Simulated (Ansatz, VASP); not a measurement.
TePb in VASP and in Ansatz

```
Te Pb
1.0
     0.00000    3.31859    3.31859
     3.31859    0.00000    3.31859
     3.31859    3.31859    0.00000
Te Pb
1 1
Direct
  0.50000 0.50000 0.50000
  0.00000 0.00000 0.00000
```

Alike in both runs: task single point; functional PBE; k mesh 8 × 8 × 8; occupations gaussian, width 0.02 eV; no spin polarisation.

```csv
,VASP,Ansatz
version,VASP 6.6.1,Ansatz 0.2.0
potentials or method,"VASP PAW PBE potentials, release 64 (Te, Pb_d)","scalar-relativistic, plane waves, PAW"
plane-wave cutoff (eV),520,420
valence electrons in the cell,20,30
```

|  | VASP | Ansatz | Ansatz less VASP |
| --- | --- | --- | --- |
| gap on the k mesh at the Fermi level (eV) | 0.88 | 0.88 | -0.004 |
| least direct gap on the mesh (eV) | 0.88 | 0.88 | -0.004 |
| pressure (GPa) | -1.1 | -1.1 | +0.04 |

The two sets of potentials don't hold the same shells in valence.

Caveats: spin-orbit coupling is left out, which as a rule narrows the gap of such compounds by several tenths of an eV. A k mesh can miss the band edges.
